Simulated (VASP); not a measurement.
**Input and output of a VASP PBE single-point calculation on MgS (strained zincblende)**

INCAR

```
PREC = Accurate
LREAL = .FALSE.
IBRION = -1
LWAVE = .FALSE.
SIGMA = 0.02
ISIF = 2
EDIFF = 1E-7
NBANDS = 11
LELF = .TRUE.
LCHARG = .TRUE.
LASPH = .TRUE.
NSW = 0
ENCUT = 520
ISMEAR = -1
NELM = 120
GGA = PE
```

KPOINTS

```
KPOINTS created by Atomic Simulation Environment
0
Gamma
8 8 8
0 0 0
```

KPOINTS_OPT

```
special points
6
Reciprocal
0.0000000000 0.0000000000 0.0000000000 1
-0.5000000000 -0.5000000000 0.0000000000 1
-0.3750000000 -0.3750000000 0.2500000000 1
-0.3750000000 0.0000000000 0.3750000000 1
0.0000000000 0.0000000000 0.5000000000 1
-0.5000000000 -0.2500000000 0.2500000000 1
```

POSCAR

```
Mg S
 1.0000000000000000
    -0.0163055601000000    2.8287256651999999    2.8287256651999999
     2.8287256651999999   -0.0163055601000000    2.8287256651999999
     2.8287256651999999    2.8287256651999999   -0.0163055601000000
 Mg  S
   1   1
Cartesian
 -0.0030027100771799 -0.0030027100771799 -0.0030027100771799
  1.4132891526521798  1.4132891526521798  1.4132891526521798
```

VASP ran with the recommended PBE PAW datasets (8 valence electrons in the cell).

Command

```
mpirun -np 1 vasp_std
```

OSZICAR

```
N       E                     dE             d eps       ncg     rms          rms(c)
DAV:   1     0.251045231406E+02    0.25105E+02   -0.34154E+03  1438   0.573E+02
DAV:   2    -0.702402008452E+01   -0.32129E+02   -0.30583E+02  1737   0.996E+01
DAV:   3    -0.897438762325E+01   -0.19504E+01   -0.19475E+01  1760   0.268E+01
DAV:   4    -0.899015853724E+01   -0.15771E-01   -0.15769E-01  1679   0.293E+00
DAV:   5    -0.899035739147E+01   -0.19885E-03   -0.19885E-03  1809   0.324E-01    0.403E+00
DAV:   6    -0.849889965923E+01    0.49146E+00   -0.12377E+00  1547   0.412E+00    0.309E+00
DAV:   7    -0.846463019312E+01    0.34269E-01   -0.26856E-01  1720   0.211E+00    0.241E+00
DAV:   8    -0.847229437338E+01   -0.76642E-02   -0.23693E-02  1562   0.928E-01    0.136E+00
DAV:   9    -0.847140534833E+01    0.88903E-03   -0.24247E-03  1608   0.243E-01    0.444E-01
DAV:  10    -0.847161493154E+01   -0.20958E-03   -0.68965E-04  1586   0.123E-01    0.910E-02
DAV:  11    -0.847162062320E+01   -0.56917E-05   -0.54906E-05  1742   0.302E-02    0.566E-02
DAV:  12    -0.847162208509E+01   -0.14619E-05   -0.70280E-06  1628   0.131E-02    0.747E-03
DAV:  13    -0.847162205953E+01    0.25561E-07   -0.34901E-07  1762   0.287E-03
   1 F= -.84716221E+01 E0= -.84716221E+01  d E =-.109938E-10
       N       E                     dE             ncg
DAV:   1     0.130817983016E+04   -0.14137E+04      132
DAV:   2     0.112095954260E+04   -0.18722E+03      166
DAV:   3     0.111116151015E+04   -0.97980E+01      173
DAV:   4     0.111109359089E+04   -0.67919E-01      159
DAV:   5     0.111109276483E+04   -0.82606E-03      175
DAV:   6     0.111109275069E+04   -0.14138E-04      156
DAV:   7     0.111109275038E+04   -0.30853E-06      186
DAV:   8     0.111109275037E+04   -0.63708E-08      167
```

From OUTCAR

```
k-points           NKPTS =     65   k-points in BZ     NKDIM =     65   number of bands    NBANDS=     11

   NELECT =       8.0000    total number of electrons

   dimension x,y,z NGX =    30 NGY =   30 NGZ =   30
   dimension x,y,z NGXF=    60 NGYF=   60 NGZF=   60

  energy-cutoff  :      520.00
  volume of cell :       45.66
      direct lattice vectors                 reciprocal lattice vectors
    -0.016305560  2.828725665  2.828725665    -0.175237010  0.176252981  0.176252981
     2.828725665 -0.016305560  2.828725665     0.176252981 -0.175237010  0.176252981
     2.828725665  2.828725665 -0.016305560     0.176252981  0.176252981 -0.175237010

 k-points in reciprocal lattice and weights: KPOINTS created by Atomic Simulation Env
   0.00000000  0.00000000  0.00000000       0.002
   0.12500000  0.00000000  0.00000000       0.012
   0.25000000  0.00000000  0.00000000       0.012
   0.37500000  0.00000000 -0.00000000       0.012
   0.50000000  0.00000000  0.00000000       0.006
   0.12500000  0.12500000  0.00000000       0.012
   0.25000000  0.12500000  0.00000000       0.023
   0.37500000  0.12500000  0.00000000       0.023
   ...

 E-fermi :   1.4456

 k-point     1 :       0.0000    0.0000    0.0000
  band No.  band energies     occupation
      1     -10.2225      2.00000
      2       1.0081      2.00000
      3       1.0081      2.00000
      4       1.0566      2.00000
      5       4.4497      0.00000
      6       8.9204      0.00000
      7       8.9204      0.00000
      8       9.0343      0.00000
      9      11.8425      0.00000
     10      11.8425      0.00000
     11      14.6937      0.00000

 k-point     2 :       0.1250    0.0000    0.0000
  band No.  band energies     occupation
      1     -10.1368      2.00000
      2       0.3382      2.00000
      3       0.9572      2.00000
      4       0.9979      2.00000
      5       5.1089      0.00000
      6       8.7447      0.00000
      7       9.0971      0.00000
      8       9.1952      0.00000
      9      11.3795      0.00000
     10      11.4041      0.00000
     11      14.1202      0.00000

 k-point     3 :       0.2500    0.0000    0.0000
  band No.  band energies     occupation
      1      -9.9151      2.00000
      2      -0.8225      2.00000
      3       0.8423      2.00000
      4       0.8769      2.00000
      5       5.9709      0.00000
      6       8.7734      0.00000
      7       9.1492      0.00000
      8       9.2210      0.00000
      9      11.4021      0.00000
     10      11.4809      0.00000
     11      13.2607      0.00000

 k-point     4 :       0.3750    0.0000   -0.0000
  band No.  band energies     occupation
      1      -9.6677      2.00000
      2      -1.7387      2.00000
      3       0.7368      2.00000
      4       0.7659      2.00000
      5       6.1570      0.00000
      6       8.8066      0.00000
      7       8.8668      0.00000
      8       9.3436      0.00000
      9      12.6661      0.00000
     10      12.7761      0.00000
     11      13.2471      0.00000

 k-point     5 :       0.5000    0.0000    0.0000
  band No.  band energies     occupation
      1      -9.5557      2.00000
      2      -2.0858      2.00000
      3       0.6955      2.00000
      4       0.7225      2.00000
      5       6.1286      0.00000
      6       8.6391      0.00000
      7       8.6997      0.00000
      8       9.5961      0.00000
      9      13.8619      0.00000
     10      14.1015      0.00000
     11      14.2107      0.00000

 k-point     6 :       0.1250    0.1250    0.0000
  band No.  band energies     occupation
      1     -10.1076      2.00000
      2       0.3477      2.00000
      3       0.8276      2.00000
      4       0.8640      2.00000
      5       5.3295      0.00000
      6       8.4114      0.00000
      7       9.3450      0.00000
      8       9.4141      0.00000
      9      10.4307      0.00000
     10      12.1048      0.00000
     11      15.3643      0.00000

 k-point     7 :       0.2500    0.1250    0.0000
  band No.  band energies     occupation
      1      -9.9305      2.00000
      2      -0.5230      2.00000
      3       0.6932      2.00000
      4       0.7160      2.00000
      5       6.1344      0.00000
      6       8.1361      0.00000
      7       9.1274      0.00000
      8       9.7065      0.00000
      9      10.4999      0.00000
     10      12.2898      0.00000
     11      14.4517      0.00000

 k-point     8 :       0.3750    0.1250    0.0000
  band No.  band energies     occupation
      1      -9.6885      2.00000
      2      -1.4343      2.00000
      3       0.5123      2.00000
      4       0.5964      2.00000
      5       6.5437      0.00000
      6       8.1600      0.00000
      7       8.9997      0.00000
      8       9.4649      0.00000
      9      11.7426      0.00000
     10      13.3189      0.00000
     11      14.0285      0.00000

 k-point     9 :       0.5000    0.1250    0.0000
  band No.  band energies     occupation
      1      -9.5263      2.00000
      2      -1.9317      2.00000
      3       0.3211      2.00000
      4       0.5984      2.00000
      5       6.6169      0.00000
      6       7.8938      0.00000
      7       9.1279      0.00000
      8       9.8462      0.00000
      9      12.8566      0.00000
     10      14.2065      0.00000
     11      14.7167      0.00000

 k-point    10 :      -0.3750    0.1250    0.0000
  band No.  band energies     occupation
      1      -9.5645      2.00000
      2      -1.8179      2.00000
      3       0.2425      2.00000
      4       0.7061      2.00000
      5       6.7054      0.00000
      6       8.0011      0.00000
      7       9.0634      0.00000
      8       9.7233      0.00000
      9      12.4000      0.00000
     10      13.8356      0.00000
     11      14.6403      0.00000

 k-point    11 :      -0.2500    0.1250    0.0000
  band No.  band energies     occupation
      1      -9.7728      2.00000
      2      -1.1549      2.00000
      3       0.3377      2.00000
      4       0.8660      2.00000
      5       6.6251      0.00000
      6       8.4311      0.00000
      7       8.9351      0.00000
      8       9.3213      0.00000
      9      10.8671      0.00000
     10      13.0498      0.00000
     11      14.1711      0.00000

 k-point    12 :      -0.1250    0.1250    0.0000
  band No.  band energies     occupation
      1     -10.0059      2.00000
      2      -0.2711      2.00000
      3       0.6299      2.00000
      4       0.9881      2.00000
      5       5.8721      0.00000
      6       8.4824      0.00000
      7       9.2226      0.00000
      8       9.3832      0.00000
      9      10.5227      0.00000
     10      11.8474      0.00000
     11      14.6582      0.00000

 k-point    13 :       0.2500    0.2500    0.0000
  band No.  band energies     occupation
      1      -9.8115      2.00000
      2      -0.7091      2.00000
      3       0.4406      2.00000
      4       0.4829      2.00000
      5       6.1700      0.00000
      6       7.5234      0.00000
      7       9.4186      0.00000
      8      10.4564      0.00000
      9      10.5066      0.00000
     10      12.8763      0.00000
     11      16.4716      0.00000

 k-point    14 :       0.3750    0.2500    0.0000
  band No.  band energies     occupation
      1      -9.6144      2.00000
      2      -1.2527      2.00000
      3       0.1558      2.00000
      4       0.3414      2.00000
      5       6.1109      0.00000
      6       7.4872      0.00000
      7       9.3737      0.00000
      8      10.7135      0.00000
      9      11.7376      0.00000
     10      13.7849      0.00000
     11      15.7031      0.00000

 k-point    15 :       0.5000    0.2500    0.0000
  band No.  band energies     occupation
      1      -9.4513      2.00000
      2      -1.6089      2.00000
      3      -0.2846      2.00000
      4       0.3408      2.00000
      5       6.2515      0.00000
      6       7.9671      0.00000
      7       9.4947      0.00000
      8      10.3354      0.00000
      9      12.6145      0.00000
     10      14.3522      0.00000
     11      15.5361      0.00000

 k-point    16 :      -0.3750    0.2500    0.0000
  band No.  band energies     occupation
      1      -9.4334      2.00000
      2      -1.5922      2.00000
      3      -0.5774      2.00000
      4       0.4806      2.00000
      5       6.6845      0.00000
      6       8.1383      0.00000
      7       9.7564      0.00000
      8       9.9982      0.00000
      9      12.4177      0.00000
     10      12.5404      0.00000
     11      15.9455      0.00000

 ...

  Total        0.1589755      0.1589755      0.1589755      0.0495287      0.0495287      0.0495287
  in kB        5.5782677      5.5782677      5.5782677      1.7379070      1.7379070      1.7379070
  external PRESSURE =       5.5782677 kB  Pullay stress =       0.0000000 kB

 POSITION                                       TOTAL-FORCE (eV/Angst)
 -----------------------------------------------------------------------------------
      5.63814      5.63814      5.63814        -0.001226     -0.001226     -0.001226
      1.41329      1.41329      1.41329         0.001226      0.001226      0.001226
 -----------------------------------------------------------------------------------
    total drift:                               -0.000033     -0.000033     -0.000033

  FREE ENERGIE OF THE ION-ELECTRON SYSTEM (eV)
  ---------------------------------------------------
  free  energy   TOTEN  =        -8.4716220595 eV

  energy  without entropy=       -8.4716220595  energy(sigma->0) =       -8.47162206
```

```json
{
 "gap between bands v and c": "3.39 eV",
 "least direct gap": "3.39 eV",
 "pressure": "0.6 GPa"
}
```

Band v is the last that the valence electrons fill when counted band by band, and c is the next.

The run took about 34 s on one core of a shared host (Intel Xeon Platinum 8488C) and held 0.21 GiB at most.
